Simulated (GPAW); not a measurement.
Nb:

```
Nb
1.0
    -1.66395    1.66395    1.66395
     1.66395   -1.66395    1.66395
     1.66395    1.66395   -1.66395
Nb
1
Cartesian
  0.0000 0.0000 0.0000
```

* Program: GPAW 26.7.0
* Task: relaxation of cell and atoms
* Functional: LDA
* Potentials or basis: the program's PAW data sets (release 1.2.1) made for this functional
* Cutoff: 600 eV
* Basis: pw
* k mesh: 11 × 11 × 11
* Occupations: fermi-dirac, width 0.05 eV
* Spin: no spin polarisation

At the start: pressure -12.4 GPa; volume 18.43 Å³/atom.

How do energy, volume and symmetry change on relaxing?

Over 3 steps the energy falls by 53.7 meV/atom and the volume is 17.08 Å³/atom (-7.3 %); space group Im-3m (No. 229, to 0.05 Å).

Step by step:
```tsv
step	energy change (eV)	largest force (eV/Å)	pressure (GPa)	volume (Å³)
1	0.0000	0.0000	-12.43	18.43
2	-0.0518	0.0000	-2.59	17.33
3	-0.0537	0.0000	0.11	17.08
```

Final structure:
```
Nb
1.0
    -1.62221    1.62221    1.62221
     1.62221   -1.62221    1.62221
     1.62221    1.62221   -1.62221
Nb
1
Direct
  0.00000 0.00000 0.00000
```

Caveat: later steps reuse the first step's grids.
